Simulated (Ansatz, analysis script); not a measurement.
**Stoner picture of a free-standing square Ni monolayer, spacing 2.356 Å**

Is a free-standing square Ni monolayer, spacing 2.356 Å magnetic, nearly magnetic or plainly paramagnetic? E(M) and M(B) tell.

Program: Ansatz 0.2.0. Level of theory: PBE, PAW set soft_1. Results are calculated unless marked as measured.

## 1. The starting structure

The cell holds 1 atom: 1 Ni. Cell: a = 2.356 Å, b = 2.356 Å, c = 14.000 Å, α = 90.0°, β = 90.0°, γ = 90.0°. An idealised lattice of chosen spacing, in vacuum. Vacuum lies along c.

## 2. Starting state

A collinear run comes first: it shows whether moments survive, and how large they are.

File input.yaml:

```yaml
crystal:
  lattice:
    - [2.356, 0.0, 0.0]
    - [0.0, 2.356, 0.0]
    - [0.0, 0.0, 14.0]
  atoms:
    - { symbol: Ni, position: [0.0, 0.0, 0.5], spin: 1.0 }
magnetization:
  spin_polarized: true
kpoints:
  mp_grid: { grid: [8, 8, 1] }
hamiltonian:
  xc: pbe
  pseudopotentials: { kind: paw, azcp: { folder: soft_1 } }
scf:
  occupations: { method: fermi_dirac, width: 0.1 }
  max_iter: 120
  convergence: { dr2_threshold: 1.0e-08 }
  lower_state_search: "off"
```

On the command line:

```
$ ansatz run input.yaml --threads 2 --pin off --max-ram 5120MiB --backend cpu --events-out ev --progress --plain --runs-dir out
```

Numbers of over 12 decimals in the logs are rounded to 6 here.

Output:

```text
Engine: ansatz 0.2.0, aarch64-unknown-linux-gnu
Pseudopotentials: kind: paw
Pseudopotential: Ni, paw, valence charge 18, recommended cutoff 420 eV (normal), soft_1/Ni.paw.azcp
Functional definition: PBE
  parameter kappa = 0.804
  parameter beta = 0.066725
  exchange = pbe_x(kappa = kappa, mu = beta*pi^2/3)
  correlation = pbe_c(beta = beta)
Crystal: 1 atoms, lattice volume = 77.710 Å³
Basis set: ecut = 420 eV, 1499 PW (Γ)
Bands: 14, of which v1, the nominal top of the filled ones, is band 9 counted from 1 (8 counted from 0)
Symmetry: 16 space group operations
Space group: P4/mmm (ITA 123), of the structure as read, at distance tolerance 4.3e-5 Å
Magnetic group: BNS 123.339 (UNI 999), of the structure as read, at distance tolerance 4.3e-5 Å
k-points: 15 of 64
Non-local potential: Ni, projectors of the file, l = 0: 3, l = 1: 2, l = 2: 3, l = 3: 1
PAW form: soft (Blöchl's): semilocal exchange-correlation on the pseudo side does not see the compensation charge
PAW one-centre angular grid: Ni, 590 points (default); XC on 64 Gauss nodes
Initial density: superposition of atomic densities (neutral atoms: chi_scale 0, normalization atom)
Starting moments: Σ|m| = 1 μB on 1 of 1 site
Initial wavefunctions: pseudopotential atomic-orbital guess
Functional: x = pbe(κ = 0.804, μ = 0.219515), c = pbe(β = 0.066725)
SCF iter   1: F=—  HF=-5838.836628 eV  |F-HF|=—  |Δ(HF+E_count)|=         —  Δρ=5.38e-2 (↑2.92e-2 ↓5.38e-2)  dr2=4.02e0  dr2_m=1.24e-1  M=0.646 μB ∫|m|=0.670 μB  β_m=0.30  ethr=3.10e-3  ⟨swp⟩=5.8  Hψ=2384  notcnv=0
preconditioner: auto → LDOS  [metal: Δε(μ)=0.011 eV  Ē_g=10.277 eV  σ=0.100 eV  W_gap=0.03  n_scr=8 (ndim 8)  ℏωp=13.3 eV  f_vac=0.702  D(μ)=2.65/eV (n_scr^D=10)]
spin=Collinear: LDOS preconditioning applied to the charge; magnetization (m = ρ↑ − ρ↓) channel mixes plain (no charge-response kernel on spin).
SCF iter   2: F=—  HF=-5838.261856 eV  |F-HF|=—  |Δ(HF+E_count)|=   5.75e-1  Δρ=1.08e-2 (↑1.08e-2 ↓8.94e-3)  dr2=4.24e-1  dr2_m=7.04e-3  M=0.859 μB ∫|m|=0.870 μB  β_m=1.00  ethr=3.10e-3  ⟨swp⟩=2.8  Hψ=981  notcnv=0  defer=11
SCF iter   3: F=—  HF=-5838.179290 eV  |F-HF|=—  |Δ(HF+E_count)|=   8.26e-2  Δρ=7.38e-3 (↑7.38e-3 ↓4.18e-3)  dr2=1.53e-1  dr2_m=6.74e-3  M=0.874 μB ∫|m|=0.916 μB  β_m=1.00  ethr=2.35e-3  ⟨swp⟩=1.9  Hψ=579  notcnv=0  defer=11
SCF iter   4: F=—  HF=-5838.140654 eV  |F-HF|=—  |Δ(HF+E_count)|=   3.86e-2  Δρ=4.73e-3 (↑2.52e-3 ↓4.73e-3)  dr2=5.01e-3  dr2_m=7.18e-3  M=0.903 μB ∫|m|=0.971 μB  β_m=1.00  ethr=8.47e-4  ⟨swp⟩=3.2  Hψ=767  notcnv=0  defer=11
SCF iter   5: F=—  HF=-5838.149366 eV  |F-HF|=—  |Δ(HF+E_count)|=   8.71e-3  Δρ=1.97e-3 (↑9.46e-4 ↓1.97e-3)  dr2=2.24e-3  dr2_m=5.94e-4  M=0.902 μB ∫|m|=0.980 μB  β_m=1.00  ethr=2.78e-5  ⟨swp⟩=2.2  Hψ=703  notcnv=0  defer=11
SCF iter   6: F=—  HF=-5838.157821 eV  |F-HF|=—  |Δ(HF+E_count)|=   8.45e-3  Δρ=1.27e-3 (↑3.94e-4 ↓1.27e-3)  dr2=5.97e-4  dr2_m=2.39e-4  M=0.903 μB ∫|m|=0.986 μB  β_m=0.30  ethr=1.25e-5  ⟨swp⟩=2.3  Hψ=680  notcnv=0  defer=11
Mixer restart at iter 6: flushing history
spin-set hold released at iteration 6 (site moments contracting): the magnetisation degrees of freedom join the quasi-Newton model from the next iteration; the mixer history was flushed
SCF iter   7: F=—  HF=-5838.161599 eV  |F-HF|=—  |Δ(HF+E_count)|=   3.78e-3  Δρ=1.40e-3 (↑4.49e-4 ↓1.40e-3)  dr2=5.10e-4  dr2_m=4.64e-4  M=0.908 μB ∫|m|=0.993 μB  β_m=0.53  ethr=3.32e-6  ⟨swp⟩=2.0  Hψ=623  notcnv=0  defer=10
SCF iter   8: F=—  HF=-5838.166569 eV  |F-HF|=—  |Δ(HF+E_count)|=   4.97e-3  Δρ=7.96e-4 (↑7.96e-4 ↓7.31e-4)  dr2=1.72e-4  dr2_m=2.77e-4  M=0.917 μB ∫|m|=1.011 μB  β_m=0.69  ethr=2.83e-6  ⟨swp⟩=2.0  Hψ=791  notcnv=0  defer=10
SCF iter   9: F=—  HF=-5838.166987 eV  |F-HF|=—  |Δ(HF+E_count)|=   4.18e-4  Δρ=1.08e-3 (↑1.37e-4 ↓1.08e-3)  dr2=5.49e-4  dr2_m=1.94e-4  M=0.926 μB ∫|m|=1.023 μB  β_m=0.70  ethr=9.56e-7  ⟨swp⟩=2.0  Hψ=888  notcnv=0  defer=9
SCF iter  10: F=—  HF=-5838.166948 eV  |F-HF|=—  |Δ(HF+E_count)|=   3.90e-5  Δρ=1.67e-4 (↑7.44e-5 ↓1.67e-4)  dr2=1.42e-5  dr2_m=3.06e-6  M=0.923 μB ∫|m|=1.023 μB  β_m=0.63  ethr=9.56e-7  ⟨swp⟩=2.2  Hψ=707  notcnv=0  defer=9
SCF iter  11: F=—  HF=-5838.166961 eV  |F-HF|=—  |Δ(HF+E_count)|=   1.28e-5  Δρ=4.80e-5 (↑1.88e-5 ↓4.80e-5)  dr2=3.74e-7  dr2_m=6.80e-7  M=0.923 μB ∫|m|=1.023 μB  β_m=0.82  ethr=7.90e-8  ⟨swp⟩=2.2  Hψ=612  notcnv=0  defer=9
SCF iter  12: F=—  HF=-5838.166966 eV  |F-HF|=—  |Δ(HF+E_count)|=   5.70e-6  Δρ=3.56e-5 (↑5.88e-6 ↓3.56e-5)  dr2=2.87e-7  dr2_m=2.35e-7  M=0.923 μB ∫|m|=1.023 μB  β_m=0.91  ethr=2.08e-9  ⟨swp⟩=2.4  Hψ=658  notcnv=0  defer=9
SCF iter  13: F=—  HF=-5838.166967 eV  |F-HF|=—  |Δ(HF+E_count)|=   4.16e-7  Δρ=7.79e-6 (↑2.17e-6 ↓7.79e-6)  dr2=2.24e-8  dr2_m=9.87e-9  M=0.923 μB ∫|m|=1.023 μB  β_m=0.95  ethr=1.60e-9  ⟨swp⟩=2.0  Hψ=640  notcnv=0  defer=9
iter 14 met the thresholds in force, and the SCF goes on: an eigenvalue changes by 0.30 meV, over its tolerance of 0.16 meV (output.eigenvalues, Limitations)
SCF iter  14: F=-5838.166967 eV  HF=-5838.166967 eV  |F-HF|=1.84e-9  |Δ(HF+E_count)|=   7.07e-8  Δρ=1.36e-6 (↑8.67e-7 ↓1.36e-6)  dr2=2.02e-9  dr2_m=8.73e-11  M=0.923 μB ∫|m|=1.023 μB  β_m=0.95  ethr=5.56e-11  ⟨swp⟩=3.0  Hψ=1011  notcnv=0
SCF iter  15: F=-5838.166967 eV  HF=-5838.166967 eV  |F-HF|=9.09e-13  |Δ(HF+E_count)|=  3.91e-11  Δρ=1.38e-7 (↑9.10e-8 ↓1.38e-7)  dr2=1.44e-11  dr2_m=2.68e-12  M=0.923 μB ∫|m|=1.023 μB  ethr=1.12e-11  ⟨swp⟩=1.0  Hψ=1119  notcnv=0
SCF 1 converged in 15 iterations: F = -5838.166967 eV  dr2 = 1.44e-11
  greatest PAW one-centre occupation: 1.001 electrons in one spin orbital (limit 2), on the Ni atom at site 0 (counted from 0), in its partial waves of l = 1
SCF converged after 15 iterations
an eigenvalue changed by more than its tolerance at an iteration that met the thresholds in force, so the SCF went on 1 time: the last check found none over its tolerance
Magnetization: 0.9229 μB (9.4614 up, 8.5386 down)
Absolute magnetization: 1.0229 μB (∫|ρ↑−ρ↓|, with the PAW one-centre terms)
Spin contamination: 0.0164 ħ² per cell (⟨S²⟩ above its minimum at these occupations)
Per-site moments (μB) at R_I (Å): [(0.965736, 0.971850)]
Free energy (F): -5838.166967 eV
Harris-Foulkes:  -5838.166967 eV  (|F-HF|=9.09e-13)
Internal energy: -5838.088240 eV  (E = F + TS)
E sigma→0 (E₀):  -5838.127603 eV
Entropy (-TS):   -0.078727 eV (-78.727 meV/atom)
Fermi energy:    -1.858944 eV
--- Per-component energies (eV) ---
  E_band       = -635.048287
  E_kinetic    = 336.110784
  E_local      = -13069.606561  (includes V_loc(G=0)·N_el)
  E_nonlocal   = -113.326531
  E_hartree    = 6479.966918
  E_xc         = -109.785020
  E_vxc        = -141.357803  (∫ρ·V_xc dr)
  E_paw        = -1660.993233  (= ΣΔE_a)
  E_vpaw       = -606.803233  (= ΣTr[D̂ρ^β])
  E_aug_tail   = 0.000899  (compensation charges beyond the density's cutoff)
  E_ewald      = 2299.544505
  E_smearing   = -0.078727  (= −TS)
  E_closure    = 0.000000  (closes the sum)
  Σ components = -5838.166967   (vs F -5838.166967, Δ=0.00e0)
```

The job ended after 1.2 s (2 threads of Arm Neoverse V2, shared host; peak memory 0.27 GiB; 2.1 s of CPU time).

In the SCF lines HF is the Harris–Foulkes energy and dr2 the Hartree energy of the density residual, in eV; the loop may stop once dr2 is under the threshold and the program's other checks hold. Hψ counts applications of the Hamiltonian.

Spin moment in the atom's sphere by atom:

```csv
atom,spin moment in the atom's sphere (μB)
Ni1,0.966
```

The run ends ferromagnetic, with a net moment of 0.923 μB a cell. With one Ni atom carrying the moment, parallel order of its images is forced by the cell, not found.

## 3. Denser mesh

Levels at the Fermi energy are partly filled, so moments and energy differences can hang on the k-mesh, and the state is solved again on a denser one.

input.yaml, the sections that differ from step 2:

```yaml
crystal:
  lattice:
    - [2.356, 0.0, 0.0]
    - [0.0, 2.356, 0.0]
    - [0.0, 0.0, 14.0]
  atoms:
    - { symbol: Ni, position: [0.0, 0.0, 0.5], spin: 0.97 }
kpoints:
  mp_grid: { grid: [23, 23, 1] }
basis:
  ecutwfc: 420.0
checkpoint:
  read: start
  write: ck
  compress: false
  write_wavefunctions: false
  write_every: 100000
# magnetization, hamiltonian, scf: as in step 2
```

Output:

```text
[...]
SCF converged after 10 iterations
[...]
Magnetization: 0.9319 μB (9.4660 up, 8.5340 down)
Absolute magnetization: 1.0149 μB (∫|ρ↑−ρ↓|, with the PAW one-centre terms)
[...]
Per-site moments (μB) at R_I (Å): [(0.964945, 0.971850)]
Free energy (F): -5838.177109 eV
[...]
Internal energy: -5838.099056 eV  (E = F + TS)
E sigma→0 (E₀):  -5838.138083 eV
Entropy (-TS):   -0.078054 eV (-78.054 meV/atom)
Fermi energy:    -1.839313 eV
[...]
```

Elapsed: 3.7 s, on 2 threads; peak memory 0.38 GiB.

Spin moment in the atom's sphere by atom:

| atom | spin moment in the atom's sphere (μB) |
| --- | --- |
| Ni1 | 0.965 |

The run ends ferromagnetic, with a net moment of 0.932 μB a cell, against 0.923 μB on the first mesh.

## 4. Without spin

The state without spin is the zero of E(M).

input.yaml, the sections that differ from step 3:

```yaml
crystal:
  lattice:
    - [2.356, 0.0, 0.0]
    - [0.0, 2.356, 0.0]
    - [0.0, 0.0, 14.0]
  atoms:
    - { symbol: Ni, position: [0.0, 0.0, 0.5] }
scf:
  occupations: { method: fermi_dirac, width: 0.1 }
  max_iter: 120
  convergence: { dr2_threshold: 1.0e-08 }
# kpoints, hamiltonian, basis: as in step 3
# magnetization: removed
# checkpoint: removed
```

On the command line:

```
$ ansatz run input.yaml --threads 1 --pin off --max-ram 2560MiB --backend cpu --events-out ev --progress --plain --runs-dir out
```

Output:

```text
[...]
Crystal: 1 atoms, lattice volume = 77.710 Å³
Basis set: ecut = 420 eV, 1499 PW (Γ)
Bands: 13, of which v1, the nominal top of the filled ones, is band 9 counted from 1 (8 counted from 0)
Symmetry: 16 space group operations
[...]
k-points: 78 of 529
[...]
SCF iter   1: F=—  HF=-5838.848317 eV  |F-HF|=—  |Δ(HF+E_count)|=         —  Δρ=8.68e-2  dr2=4.38e0  ethr=3.10e-3  ⟨swp⟩=5.8  Hψ=5892  notcnv=0
[...]
SCF iter  10: F=-5838.079362 eV  HF=-5838.079362 eV  |F-HF|=8.93e-9  |Δ(HF+E_count)|=   1.37e-7  Δρ=2.40e-6  dr2=4.28e-9  ethr=5.56e-11  ⟨swp⟩=2.0  Hψ=2744  notcnv=0
SCF 1 converged in 10 iterations: F = -5838.079362 eV  dr2 = 4.28e-9
[...]
SCF converged after 10 iterations
Free energy (F): -5838.079362 eV
[...]
Internal energy: -5837.948937 eV  (E = F + TS)
E sigma→0 (E₀):  -5838.014149 eV
Entropy (-TS):   -0.130426 eV (-130.426 meV/atom)
Fermi energy:    -2.000248 eV
[...]
```

Elapsed: 3.3 s, on 1 thread; peak memory 0.33 GiB.

The free collinear run lies 97.8 meV below it.

## 5. Without spin, levels printed

input.yaml, as its differences from that of step 4:

```diff
@@ -18 +18,3 @@
   ecutwfc: 420.0
+output:
+  eigenvalues: true
```

Output:

```text
[...]
Crystal: 1 atoms, lattice volume = 77.710 Å³
Basis set: ecut = 420 eV, 1499 PW (Γ)
Bands: 13, of which v1, the nominal top of the filled ones, is band 9 counted from 1 (8 counted from 0)
Symmetry: 16 space group operations
[...]
k-points: 78 of 529
[...]
Fermi energy:    -2.000248 eV
[...]
--- Band table (eV; the first three rows and the last of 78) ---
  k-point 0: bands = [... 5 lower, -4.8134, -3.2669, -2.0336, -2.0336, -1.8175, -0.8701, 2.8554, 3.8801]
  k-point 1: bands = [... 5 lower, -4.7924, -3.2523, -2.1276, -2.0310, -1.8364, -0.7471, 2.9046, 3.9346]
  k-point 2: bands = [... 5 lower, -4.7289, -3.2091, -2.3408, -2.0233, -1.8911, -0.4447, 3.0523, 4.0976]
  k-point 77: bands = [... 5 lower, -3.3404, -3.3338, -2.0635, -1.1738, 5.5691, 5.8681, 10.8667, 11.2431]
[key lines of the parts left out:]
SCF converged after 10 iterations
Free energy (F): -5838.079362 eV
```

Elapsed: 3.6 s, on 1 thread; peak memory 0.32 GiB.

## 6. Total moment fixed at 0.214 μB

Two Fermi levels, one a spin, hold the total moment exactly, which reaches states that a free run would leave.

input.yaml, the sections that differ from step 5:

```yaml
crystal:
  lattice:
    - [2.356, 0.0, 0.0]
    - [0.0, 2.356, 0.0]
    - [0.0, 0.0, 14.0]
  atoms:
    - { symbol: Ni, position: [0.0, 0.0, 0.5], spin: 0.214 }
magnetization:
  spin_polarized: true
  initial_magnetization: 0.214
  spin_locking: { lock_magnetization: hard }
scf:
  occupations: { method: fermi_dirac, width: 0.1 }
  max_iter: 120
  convergence: { dr2_threshold: 1.0e-08 }
  lower_state_search: "off"
# kpoints, hamiltonian, basis: as in step 5
# output: removed
```

Output:

```text
[...]
Crystal: 1 atoms, lattice volume = 77.710 Å³
Basis set: ecut = 420 eV, 1499 PW (Γ)
Bands: 14, of which v1, the nominal top of the filled ones, is band 9 counted from 1 (8 counted from 0)
Symmetry: 16 space group operations
[...]
k-points: 78 of 529
[...]
Starting moments: Σ|m| = 0.214 μB on 1 of 1 site
[...]
SCF iter   1: F=—  HF=-5838.851032 eV  |F-HF|=—  |Δ(HF+E_count)|=         —  Δρ=4.48e-2 (↑4.48e-2 ↓4.17e-2)  dr2=4.35e0  dr2_m=2.22e-3  M=0.214 μB ∫|m|=0.217 μB  β_m=0.30  ethr=3.10e-3  ⟨swp⟩=5.9  Hψ=12473  notcnv=0
[...]
SCF iter  15: F=-5838.089962 eV  HF=-5838.089962 eV  |F-HF|=3.87e-10  |Δ(HF+E_count)|=   1.04e-9  Δρ=5.55e-7 (↑5.55e-7 ↓5.44e-7)  dr2=3.98e-10  dr2_m=2.62e-11  M=0.214 μB ∫|m|=0.299 μB  ethr=5.56e-11  ⟨swp⟩=2.6  Hψ=4479  notcnv=0
SCF 1 converged in 15 iterations: F = -5838.089962 eV  dr2 = 3.98e-10
[...]
SCF converged after 15 iterations
Stability checked in part: among states of this total moment the steps that led to this state did not find it unstable. No probe was made; neither looks for a lower state of another moment (fixed_total_moment; see scf.lower_state_search)
Magnetization: 0.2140 μB (9.1070 up, 8.8930 down)
Absolute magnetization: 0.3033 μB (∫|ρ↑−ρ↓|, with the PAW one-centre terms)
[...]
Per-site moments (μB) at R_I (Å): [(0.247325, 0.971850)]
Free energy (F): -5838.089962 eV
[...]
Internal energy: -5837.972904 eV  (E = F + TS)
E sigma→0 (E₀):  -5838.031433 eV
Entropy (-TS):   -0.117058 eV (-117.058 meV/atom)
Fermi energy:    -1.993723 (↑ -2.080620, ↓ -1.906826) eV
[...]
```

Run time: 8.4 s. Hardware: 1 thread; peak memory 0.36 GiB.

The energy is -10.6 meV from the state without spin, and the largest site carries 0.247 μB.

## 7. Total moment fixed at 0.429 μB

input.yaml, the sections that differ from step 6:

```yaml
crystal:
  lattice:
    - [2.356, 0.0, 0.0]
    - [0.0, 2.356, 0.0]
    - [0.0, 0.0, 14.0]
  atoms:
    - { symbol: Ni, position: [0.0, 0.0, 0.5], spin: 0.429 }
magnetization:
  spin_polarized: true
  initial_magnetization: 0.429
  spin_locking: { lock_magnetization: hard }
# kpoints, hamiltonian, scf, basis: as in step 6
```

Output:

```text
[...]
Crystal: 1 atoms, lattice volume = 77.710 Å³
Basis set: ecut = 420 eV, 1499 PW (Γ)
Bands: 14, of which v1, the nominal top of the filled ones, is band 9 counted from 1 (8 counted from 0)
Symmetry: 16 space group operations
[...]
k-points: 78 of 529
[...]
Starting moments: Σ|m| = 0.429 μB on 1 of 1 site
[...]
Magnetization: 0.4290 μB (9.2145 up, 8.7855 down)
Absolute magnetization: 0.5446 μB (∫|ρ↑−ρ↓|, with the PAW one-centre terms)
[...]
Per-site moments (μB) at R_I (Å): [(0.481613, 0.971850)]
Free energy (F): -5838.115308 eV
[...]
Internal energy: -5838.010867 eV  (E = F + TS)
E sigma→0 (E₀):  -5838.063088 eV
Entropy (-TS):   -0.104441 eV (-104.441 meV/atom)
Fermi energy:    -1.995311 (↑ -2.140120, ↓ -1.850502) eV
[...]
[key lines of the parts left out:]
SCF converged after 14 iterations
```

Run time: 7.5 s. Hardware: 1 thread; peak memory 0.36 GiB.

The energy is -35.9 meV from the state without spin, and the largest site carries 0.482 μB.

## 8. Total moment fixed at 1.071 μB

input.yaml, the sections that differ from step 7:

```yaml
crystal:
  lattice:
    - [2.356, 0.0, 0.0]
    - [0.0, 2.356, 0.0]
    - [0.0, 0.0, 14.0]
  atoms:
    - { symbol: Ni, position: [0.0, 0.0, 0.5], spin: 1.071 }
magnetization:
  spin_polarized: true
  initial_magnetization: 1.071
  spin_locking: { lock_magnetization: hard }
# kpoints, hamiltonian, scf, basis: as in step 7
```

Output:

```text
[...]
Crystal: 1 atoms, lattice volume = 77.710 Å³
Basis set: ecut = 420 eV, 1499 PW (Γ)
Bands: 14, of which v1, the nominal top of the filled ones, is band 9 counted from 1 (8 counted from 0)
Symmetry: 16 space group operations
[...]
k-points: 78 of 529
[...]
Starting moments: Σ|m| = 1.071 μB on 1 of 1 site
[...]
Magnetization: 1.0710 μB (9.5355 up, 8.4645 down)
Absolute magnetization: 1.1063 μB (∫|ρ↑−ρ↓|, with the PAW one-centre terms)
[...]
Per-site moments (μB) at R_I (Å): [(1.068217, 0.971850)]
Free energy (F): -5838.164294 eV
[...]
Internal energy: -5838.089056 eV  (E = F + TS)
E sigma→0 (E₀):  -5838.126675 eV
Entropy (-TS):   -0.075237 eV (-75.237 meV/atom)
Fermi energy:    -1.677834 (↑ -1.463372, ↓ -1.892296) eV
[...]
[key lines of the parts left out:]
SCF converged after 12 iterations
```

Elapsed: 8.8 s, on 1 thread; peak memory 0.37 GiB.

The energy is -84.9 meV from the state without spin, and the largest site carries 1.07 μB.

(Continued in part 2 of 2.)

[Logs and program files are shortened in this print: banners, set-up blocks, solver, clock and traceback lines can be left out without a mark of their own.]

[Logs are printed without paths, hosts, clocks, repeated set-up lines and the standing remarks that a program may print on its own settings, such as how far it seeks lower states.]

[Hosts, paths, dates, database ids (printed as entryN), source tags and the programs' standing remarks are cut or masked in the printed files.]
